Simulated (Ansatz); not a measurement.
# What Be2H3I (built on the sites of a database entry of Sr2H3I) distorts into, part 2 of 4

Which phase does Be2H3I (built on the sites of a database entry of Sr2H3I) fall into along its unstable mode, and how much energy does it gain?

Ansatz 0.2.0; DFT PBEsol, scalar-relativistic, plane waves, PAW.

So far, highest frequency on the path or at a solved wavevector (cm⁻¹): step 2 (response at finite wavevector) 1602. Also lowest frequency on the path (cm⁻¹): step 2 -1040.

The structure was built from a prototype and need not be the compound's stable phase.

### Step 4. The mode frozen in, largest atomic shift 0.6 Å

The atoms are moved along the unstable eigenvector, the largest shift by 0.6 Å, with the cell fixed.

The input, input.yaml:

```yaml
crystal:
  lattice:
    - [3.4536400321, 3.372e-06, 0.0]
    - [-1.7268229363, 2.9909383173, 0.0]
    - [0.0, 0.0, 5.6431505783]
  atoms:
    - { symbol: Be, position: [0.6946078057, 0.3473039028, 0.6240659027] }
    - { symbol: Be, position: [0.3612744724, 0.6806372362, 0.3759340973] }
    - { symbol: H, position: [-0.2006058294, -0.1003029147, 0.5] }
    - { symbol: H, position: [0.5230963524, 0.2615481762, 0.3657961977] }
    - { symbol: H, position: [0.1897630191, 0.5948815096, 0.6342038023] }
    - { symbol: I, position: [-9.43457e-05, -4.71729e-05, 0.0] }
kpoints:
  mp_grid: { grid: [12, 12, 6] }
hamiltonian:
  xc: pbesol
scf:
  occupations: { method: methfessel_paxton, width: 0.15 }
output:
  forces: true
  stress: true
  eigenvalues: true
```

Started as:

```sh
$ ansatz run input.yaml --threads 4 --pin off --max-ram 7168MiB --backend cpu --events-out ev --progress --plain --runs-dir out
```

Numbers of over 12 decimals in the logs are rounded to 6 here.

Output:

```text
[...]
Crystal: 6 atoms, lattice volume = 58.292 Å³
Basis set: ecut = 420 eV, 1123 PW (Γ), exchange–correlation on 48×48×80 points (8 copies of the dense FFT grid, shifted against one another)
Bands: 18, of which v1, the nominal top of the filled ones, is band 12 counted from 1 (11 counted from 0)
Symmetry: 2 space group operations
[...]
k-points: 242 of 864 (time reversal used)
[...]
k-point 0: bands = [... 8 lower, 7.4036, 7.7092, 8.1312, 9.2687, 11.2589, 11.9857, 12.4537, 14.3185, ... 2 higher]
  k-point 1: bands = [... 8 lower, 6.9911, 7.7675, 8.1437, 9.1185, 11.3148, 11.3583, 13.2962, 14.1548, ... 2 higher]
  k-point 2: bands = [... 8 lower, 5.8236, 7.9326, 8.1691, 8.8476, 10.9554, 11.4457, 13.7765, 13.8125, ... 2 higher]
  k-point 241: bands = [... 8 lower, 1.4423, 5.7685, 6.4066, 7.5005, 8.9119, 8.9857, 11.6183, 11.7652, ... 2 higher]
[key lines of the parts left out:]
SCF converged after 7 iterations
Free energy (F): -7657.859266 eV
Fermi energy:    8.548771 eV
P = ⅓ Tr σ = 2.8027 GPa (28.027 kbar)
```

Wall time 6.2 s (4 threads of Arm Neoverse V1, shared host); peak memory 0.55 GiB.

Numbers from this step:

```
pressure                         : 2.803 GPa
energy from the undistorted cell : -153.3 meV/atom
```

The energy, extrapolated to zero smearing, is -153.26 meV/atom against the undistorted cell.

The run ends at a pressure of 2.80 GPa, with forces up to 1.1 eV/Å.

### Step 5. Energy along the mode, all amplitudes (two of the runs are shown above)

An imaginary frequency means negative curvature, so the energy should fall and then rise again as anharmonic terms take over.

Numbers from this step:

```yaml
depth_at_the_lowest_point_sampled: 153.3 meV/atom
largest_atomic_shift_at_that_point: 0.6 Å
```

Energy from the parent against largest atomic shift:

```
largest atomic shift (Å)  energy from the parent (meV/atom)
                   0.000                                  0
                   0.040                              -1.26
                   0.080                                 -5
                   0.140                              -14.9
                   0.220                              -35.0
                   0.320                              -67.7
                   0.450                               -114
                   0.600                               -153
```

Displacement at unit largest shift by atom:

```
atom   x (Å)   y (Å)  z (Å)   size
 Be1   0.121   0.070  0.000  0.140
 Be2   0.121   0.070  0.000  0.140
  H3  -0.866  -0.500  0.000  1.000
  H4  -0.620  -0.358  0.000  0.716
  H5  -0.620  -0.358  0.000  0.716
  I6   0.000   0.000  0.000  0.000
```

The lowest of the steps tried is the last one, at 0.6 Å, 153 meV/atom below the parent; the bottom of the well need not coincide with a step.

### Step 6. Relaxation from the frozen mode

Starting from the lowest point found, all atoms and the cell are let go, so that strain and other modes of the same symmetry can join in.

Edit input.yaml of step 4 so:

```diff
@@ -22 +22,10 @@
   eigenvalues: true
+  write_density: true
+  write_potential: true
+  elf: true
+  volumetric_format: npy
+relax:
+  adjacent_minimum: "off"
+  f_tol: 0.002
+  max_steps: 120
+  cell: { stress_tol: 0.03 }
```

Output:

```text
[...]
Crystal: 6 atoms, lattice volume = 58.292 Å³
Basis set: ecut = 420 eV, 1123 PW (Γ), exchange–correlation on 48×48×80 points (8 copies of the dense FFT grid, shifted against one another)
Bands: 18, of which v1, the nominal top of the filled ones, is band 12 counted from 1 (11 counted from 0)
Symmetry: 2 space group operations
[...]
k-points: 242 of 864 (time reversal used)
[...]
SCF iter   1: F=—  HF=-7657.866323 eV  |F-HF|=—  |Δ(HF+E_count)|=         —  Δρ=4.16e-3  dr2=2.15e-2  ethr=1.77e-3  ⟨swp⟩=7.2  Hψ=25580  notcnv=0
[...]
SCF iter   7: F=-7657.859266 eV  HF=-7657.859266 eV  |F-HF|=1.65e-8  |Δ(HF+E_count)|=   6.61e-8  S|Δr|=    0.00e0  Δρ=5.27e-6  dr2=2.41e-8  ethr=4.17e-10  ⟨swp⟩=13.1  Hψ=31042  notcnv=0
SCF 1 converged in 7 iterations: F = -7657.859266 eV  dr2 = 2.41e-8
[...]
relax step   1: F+E_penalty+E_count = -7657.85926576 eV  Δ(F+E_penalty+E_count) = +0.000e0 eV  max|allowed force component| = 8.934e-1 eV/Å  Δτ_max = 0.0000 Å  P = +2.803 GPa  Ω = 58.292 Å³  (7 SCF iters, dr2 threshold 1.00e-7 eV, accepted)
Crystal: 6 atoms, lattice volume = 61.395 Å³
Basis set: ecut = 420 eV, 1175 PW (Γ), exchange–correlation on 48×48×80 points (8 copies of the dense FFT grid, shifted against one another)
[...]
SCF iter   6: F=-7658.354944 eV  HF=-7658.354944 eV  |F-HF|=1.86e-7  |Δ(HF+E_count)|=   1.44e-6  S|Δr|=    0.00e0  Δρ=1.67e-5  dr2=3.22e-7  ethr=2.50e-9  ⟨swp⟩=8.6  Hψ=32580  notcnv=0
SCF 2 converged in 6 iterations: F = -7658.354944 eV  dr2 = 3.22e-7
relax step   2: F+E_penalty+E_count = -7658.35494420 eV  Δ(F+E_penalty+E_count) = -4.957e-1 eV  max|allowed force component| = 6.861e-1 eV/Å  Δτ_max = 0.0953 Å  P = +0.784 GPa  Ω = 61.395 Å³  energy of the carried Pulay correction = -2.088e-3 eV  (6 SCF iters, dr2 threshold 6.00e-7 eV, accepted)
Crystal: 6 atoms, lattice volume = 63.057 Å³
Basis set: ecut = 420 eV, 1223 PW (Γ), exchange–correlation on 48×48×80 points (8 copies of the dense FFT grid, shifted against one another)
[...]
SCF iter   5: F=-7658.900901 eV  HF=-7658.900901 eV  |F-HF|=1.55e-7  |Δ(HF+E_count)|=   7.22e-8  S|Δr|=    0.00e0  Δρ=2.85e-5  dr2=5.05e-7  ethr=2.50e-9  ⟨swp⟩=9.0  Hψ=34026  notcnv=0
SCF 3 converged in 5 iterations: F = -7658.900901 eV  dr2 = 5.05e-7
relax step   3: F+E_penalty+E_count = -7658.90090122 eV  Δ(F+E_penalty+E_count) = -5.460e-1 eV  max|allowed force component| = 5.383e-1 eV/Å  Δτ_max = 0.1439 Å  P = +1.876 GPa  Ω = 63.057 Å³  energy of the carried Pulay correction = -3.163e-3 eV  (5 SCF iters, dr2 threshold 6.00e-7 eV, accepted)
[... from here on, the SCF cycles and remarks between the steps are left out ...]
relax step   4: F+E_penalty+E_count = -7659.19892480 eV  Δ(F+E_penalty+E_count) = -2.980e-1 eV  max|allowed force component| = 3.539e-1 eV/Å  Δτ_max = 0.1960 Å  P = +2.727 GPa  Ω = 64.448 Å³  energy of the carried Pulay correction = -4.040e-3 eV  (6 SCF iters, dr2 threshold 6.00e-7 eV, accepted)
relax step   5: F+E_penalty+E_count = -7659.34637287 eV  Δ(F+E_penalty+E_count) = -1.474e-1 eV  max|allowed force component| = 2.047e-1 eV/Å  Δτ_max = 0.1955 Å  P = +1.703 GPa  Ω = 67.800 Å³  energy of the carried Pulay correction = -6.074e-3 eV  (6 SCF iters, dr2 threshold 6.00e-7 eV, accepted)
relax step   6: F+E_penalty+E_count = -7659.42379340 eV  Δ(F+E_penalty+E_count) = -7.742e-2 eV  max|allowed force component| = 1.502e-1 eV/Å  Δτ_max = 0.1425 Å  P = +0.629 GPa  Ω = 71.191 Å³  energy of the carried Pulay correction = -8.027e-3 eV  (6 SCF iters, dr2 threshold 6.00e-7 eV, accepted)
relax step   7: F+E_penalty+E_count = -7659.48325150 eV  Δ(F+E_penalty+E_count) = -5.946e-2 eV  max|allowed force component| = 1.461e-1 eV/Å  Δτ_max = 0.2000 Å  P = +0.525 GPa  Ω = 72.108 Å³  energy of the carried Pulay correction = -8.537e-3 eV  (7 SCF iters, dr2 threshold 6.00e-7 eV, accepted)
relax step   8: F+E_penalty+E_count = -7659.51733745 eV  Δ(F+E_penalty+E_count) = -3.409e-2 eV  max|allowed force component| = 2.872e-1 eV/Å  Δτ_max = 0.1917 Å  P = -0.929 GPa  Ω = 73.201 Å³  energy of the carried Pulay correction = -9.137e-3 eV  (6 SCF iters, dr2 threshold 6.00e-7 eV, accepted)
relax step   9: F+E_penalty+E_count = -7659.56234124 eV  Δ(F+E_penalty+E_count) = -4.500e-2 eV  max|allowed force component| = 1.275e-1 eV/Å  Δτ_max = 0.1150 Å  P = -0.690 GPa  Ω = 71.222 Å³  energy of the carried Pulay correction = -8.044e-3 eV  (6 SCF iters, dr2 threshold 6.00e-7 eV, accepted)
relax step  10: F+E_penalty+E_count = -7659.58764518 eV  Δ(F+E_penalty+E_count) = -2.530e-2 eV  max|allowed force component| = 2.675e-1 eV/Å  Δτ_max = 0.1972 Å  P = +0.468 GPa  Ω = 68.109 Å³  energy of the carried Pulay correction = -6.256e-3 eV  (7 SCF iters, dr2 threshold 6.00e-7 eV, accepted)
relax step  11: F+E_penalty+E_count = -7659.61156939 eV  Δ(F+E_penalty+E_count) = -2.392e-2 eV  max|allowed force component| = 2.349e-1 eV/Å  Δτ_max = 0.2000 Å  P = -0.927 GPa  Ω = 68.259 Å³  energy of the carried Pulay correction = -6.345e-3 eV  (7 SCF iters, dr2 threshold 6.00e-7 eV, accepted)
relax step  12: F+E_penalty+E_count = -7659.48913535 eV  Δ(F+E_penalty+E_count) = +1.224e-1 eV  max|allowed force component| = 1.570e0 eV/Å  Δτ_max = 0.1637 Å  P = +2.439 GPa  Ω = 68.116 Å³  energy of the carried Pulay correction = -6.261e-3 eV  (7 SCF iters, dr2 threshold 6.00e-7 eV, rejected (line search))
relax step  13: F+E_penalty+E_count = -7659.63431568 eV  Δ(F+E_penalty+E_count) = -2.275e-2 eV  max|allowed force component| = 1.705e-1 eV/Å  Δτ_max = 0.0819 Å  P = -0.282 GPa  Ω = 67.613 Å³  energy of the carried Pulay correction = -5.964e-3 eV  (9 SCF iters, accepted)
relax step  14: F+E_penalty+E_count = -7659.66522039 eV  Δ(F+E_penalty+E_count) = -3.090e-2 eV  max|allowed force component| = 3.219e-1 eV/Å  Δτ_max = 0.0993 Å  P = +0.120 GPa  Ω = 67.271 Å³  energy of the carried Pulay correction = -5.760e-3 eV  (6 SCF iters, dr2 threshold 6.00e-7 eV, accepted)
relax step  15: F+E_penalty+E_count = -7659.74639641 eV  Δ(F+E_penalty+E_count) = -8.118e-2 eV  max|allowed force component| = 5.493e-1 eV/Å  Δτ_max = 0.1463 Å  P = +0.363 GPa  Ω = 67.072 Å³  energy of the carried Pulay correction = -5.642e-3 eV  (6 SCF iters, dr2 threshold 6.00e-7 eV, accepted)
[...]
relax step  22: F+E_penalty+E_count = -7660.15767002 eV  Δ(F+E_penalty+E_count) = -7.168e-3 eV  max|allowed force component| = 7.449e-2 eV/Å  Δτ_max = 0.0749 Å  P = +0.032 GPa  Ω = 77.421 Å³  energy of the carried Pulay correction = -1.136e-2 eV  (5 SCF iters, dr2 threshold 4.77e-7 eV, accepted)
relax step  23: F+E_penalty+E_count = -7660.16481784 eV  Δ(F+E_penalty+E_count) = -7.148e-3 eV  max|allowed force component| = 1.162e-1 eV/Å  Δτ_max = 0.1059 Å  P = +0.172 GPa  Ω = 79.300 Å³  energy of the carried Pulay correction = -1.231e-2 eV  (6 SCF iters, dr2 threshold 6.00e-7 eV, accepted)
relax step  24: F+E_penalty+E_count = -7660.17434944 eV  Δ(F+E_penalty+E_count) = -9.532e-3 eV  max|allowed force component| = 7.432e-2 eV/Å  Δτ_max = 0.1103 Å  P = +0.117 GPa  Ω = 81.256 Å³  energy of the carried Pulay correction = -1.327e-2 eV  (6 SCF iters, dr2 threshold 6.00e-7 eV, accepted)
relax step  25: F+E_penalty+E_count = -7660.17542373 eV  Δ(F+E_penalty+E_count) = -1.074e-3 eV  max|allowed force component| = 5.425e-2 eV/Å  Δτ_max = 0.1022 Å  P = +0.472 GPa  Ω = 81.330 Å³  energy of the carried Pulay correction = -1.331e-2 eV  (5 SCF iters, dr2 threshold 6.00e-7 eV, accepted)
relax step  26: F+E_penalty+E_count = -7660.17098121 eV  Δ(F+E_penalty+E_count) = +4.443e-3 eV  max|allowed force component| = 1.674e-1 eV/Å  Δτ_max = 0.0933 Å  P = -0.174 GPa  Ω = 83.584 Å³  energy of the carried Pulay correction = -1.438e-2 eV  (6 SCF iters, dr2 threshold 6.00e-7 eV, rejected (line search))
relax step  27: F+E_penalty+E_count = -7660.17905121 eV  Δ(F+E_penalty+E_count) = -3.627e-3 eV  max|allowed force component| = 1.408e-2 eV/Å  Δτ_max = 0.0088 Å  P = +0.045 GPa  Ω = 81.999 Å³  energy of the carried Pulay correction = -1.363e-2 eV  (10 SCF iters, accepted)
relax step  28: F+E_penalty+E_count = -7660.17903609 eV  Δ(F+E_penalty+E_count) = +1.512e-5 eV  max|allowed force component| = 4.869e-3 eV/Å  Δτ_max = 0.0015 Å  P = +0.004 GPa  Ω = 82.113 Å³  energy of the carried Pulay correction = -1.368e-2 eV  (4 SCF iters, dr2 threshold 3.01e-8 eV, accepted)
relax step  29: F+E_penalty+E_count = -7660.17903515 eV  Δ(F+E_penalty+E_count) = +9.459e-7 eV  max|allowed force component| = 4.285e-4 eV/Å  Δτ_max = 0.0003 Å  P = -0.001 GPa  Ω = 82.121 Å³  energy of the carried Pulay correction = -1.369e-2 eV  (4 SCF iters, dr2 threshold 1.48e-9 eV, accepted)
relax step  30: F+E_penalty+E_count = -7660.23755982 eV  Δ(F+E_penalty+E_count) = -5.852e-2 eV  max|allowed force component| = 5.950e-3 eV/Å  Δτ_max = 0.0000 Å  P = +0.814 GPa  Ω = 82.121 Å³  stress off target by 1.61e0 GPa  SCF on the basis re-selected at this cell (its energy is not comparable with the rows above)  (8 SCF iters)
relax step  31: F+E_penalty+E_count = -7660.24608487 eV  Δ(F+E_penalty+E_count) = -8.525e-3 eV  max|allowed force component| = 1.785e-2 eV/Å  Δτ_max = 0.0287 Å  P = +0.265 GPa  Ω = 84.450 Å³  energy of the carried Pulay correction = -1.228e-3 eV  (6 SCF iters, dr2 threshold 6.00e-7 eV, accepted)
relax step  32: F+E_penalty+E_count = -7660.24724597 eV  Δ(F+E_penalty+E_count) = -1.161e-3 eV  max|allowed force component| = 4.597e-3 eV/Å  Δτ_max = 0.0264 Å  P = +0.026 GPa  Ω = 86.192 Å³  energy of the carried Pulay correction = -2.239e-3 eV  (6 SCF iters, dr2 threshold 5.98e-7 eV, accepted)
relax step  33: F+E_penalty+E_count = -7660.24655232 eV  Δ(F+E_penalty+E_count) = +6.937e-4 eV  max|allowed force component| = 7.240e-2 eV/Å  Δτ_max = 0.0060 Å  P = +0.007 GPa  Ω = 86.567 Å³  energy of the carried Pulay correction = -2.478e-3 eV  (6 SCF iters, dr2 threshold 4.94e-8 eV, rejected (line search))
relax step  34: F+E_penalty+E_count = -7660.24727214 eV  Δ(F+E_penalty+E_count) = -2.617e-5 eV  max|allowed force component| = 2.001e-3 eV/Å  Δτ_max = 0.0056 Å  P = +0.020 GPa  Ω = 86.483 Å³  energy of the carried Pulay correction = -2.419e-3 eV  (8 SCF iters, accepted)
relax step  35: F+E_penalty+E_count = -7660.24676885 eV  Δ(F+E_penalty+E_count) = +5.033e-4 eV  max|allowed force component| = 3.551e-2 eV/Å  Δτ_max = 0.0211 Å  P = +0.025 GPa  Ω = 87.577 Å³  energy of the carried Pulay correction = -3.114e-3 eV  (6 SCF iters, dr2 threshold 2.55e-8 eV, accepted)
relax step  36: F+E_penalty+E_count = -7660.24690456 eV  Δ(F+E_penalty+E_count) = -1.357e-4 eV  max|allowed force component| = 6.144e-3 eV/Å  Δτ_max = 0.0019 Å  P = +0.004 GPa  Ω = 87.563 Å³  energy of the carried Pulay correction = -3.104e-3 eV  (3 SCF iters, dr2 threshold 7.88e-8 eV, accepted)
relax step  37: F+E_penalty+E_count = -7660.24688267 eV  Δ(F+E_penalty+E_count) = +2.188e-5 eV  max|allowed force component| = 6.009e-4 eV/Å  Δτ_max = 0.0010 Å  P = +0.003 GPa  Ω = 87.602 Å³  energy of the carried Pulay correction = -3.131e-3 eV  (5 SCF iters, dr2 threshold 2.36e-9 eV, accepted)
[...]
SCF iter   8: F=-7660.250120 eV  HF=-7660.250120 eV  |F-HF|=4.00e-11  |Δ(HF+E_count)|=  5.10e-10  S|Δr|=    0.00e0  Δρ=7.00e-8  dr2=5.83e-12  ethr=1.00e-12  ⟨swp⟩=7.3  Hψ=22518  notcnv=0
SCF 38 converged in 8 iterations: F = -7660.250120 eV  dr2 = 5.83e-12
relax step  38: F+E_penalty+E_count = -7660.25011977 eV  Δ(F+E_penalty+E_count) = -3.237e-3 eV  max|allowed force component| = 6.227e-4 eV/Å  Δτ_max = 0.0000 Å  P = -0.000 GPa  Ω = 87.602 Å³  stress off target by 1.62e-2 GPa  SCF on the basis re-selected at this cell (its energy is not comparable with the rows above)  (8 SCF iters)
[...]
SCF converged after 8 iterations
[...]
Free energy (F): -7660.250120 eV
[...]
Internal energy: -7660.250120 eV  (E = F + TS)
E sigma→0 (E₀):  -7660.250120 eV
Fermi energy:    4.107596 eV
Step filling:    the computed levels leave a gap of 2.1041 eV = 14.0 smearing widths at the electron count; against every level under it full and every level over it empty, smearing changes F+E_penalty+E_count by +9.03e-23 meV and its σ→0 estimate by -2.18e-21 meV
[...]
--- Forces (eV/Å), atoms counted from 1 ---
  atom   1  Be    -0.00034773    -0.00020076     0.00062305
  atom   2  Be     0.00035817     0.00020679     0.00054719
  atom   3  H      0.00001797     0.00001037    -0.00008021
  atom   4  H     -0.00004192    -0.00002420    -0.00014595
  atom   5  H      0.00003475     0.00002006    -0.00039831
  atom   6  I     -0.00002082    -0.00001202    -0.00054355
  max |Σ_I F_I| component: 2.22e-6 eV/Å
--- Stress (GPa, compression-positive) ---
       -0.007227       0.002232      -0.000742
        0.002232      -0.009804      -0.000428
       -0.000742      -0.000428       0.016170
  P = ⅓ Tr σ = -0.0003 GPa (-0.003 kbar)
--- Band table (eV; the first three rows and the last of 242) ---
  k-point 0: bands = [... 8 lower, -0.3833, 1.3145, 2.4702, 3.0378, 5.9196, 7.8353, 8.1380, 8.7842, ... 2 higher]
  k-point 1: bands = [... 8 lower, -0.3643, 1.3183, 2.4640, 3.0408, 5.9212, 7.0021, 8.1747, 8.7527, ... 2 higher]
  k-point 2: bands = [... 8 lower, -0.2835, 1.3260, 2.4515, 3.0468, 5.9244, 6.0564, 8.0335, 8.6914, ... 2 higher]
  k-point 241: bands = [... 8 lower, -0.5626, 0.4989, 2.2687, 2.3489, 5.1539, 6.2945, 7.7583, 8.7177, ... 2 higher]
--- Relaxed structure (36 steps of the walk, 33 accepted, 2 SCFs on fresh bases) ---
  F+E_penalty+E_count = -7660.25011977 eV   max|allowed force component| = 6.227e-4 eV/Å   (the final SCF, on the basis selected at the relaxed cell)
  cell:  # Å, volume = 87.6024 Å³
    - [4.125045, 0.275875, -0.00410327]
    - [-1.823615, 3.158586, 9.020562075079397e-17]
    - [-0.00670463, -0.00387093, 6.473540]
  atoms:
    - { symbol: Be, position: [0.962338, 0.481169, 0.437813] }
    - { symbol: Be, position: [0.560512, 0.780256, 0.437819] }
    - { symbol: H, position: [-0.053664, -0.026832, 0.461286] }
    - { symbol: H, position: [0.576705, 0.288352, 0.461292] }
    - { symbol: H, position: [0.262023, 0.631011, 0.587865] }
    - { symbol: I, position: [-0.739873, -0.369937, 0.113925] }
```

Run time: 5.9 min. Hardware: 4 threads; peak memory 0.77 GiB; 23 min of CPU time.

(Continued in part 3 of 4.)

[Logs are printed without paths, hosts, clocks, repeated set-up lines and the standing remarks that a program may print on its own settings, such as how far it seeks lower states.]

[Hosts, paths, dates, database ids (printed as entryN), source tags and the programs' standing remarks are cut or masked in the printed files.]
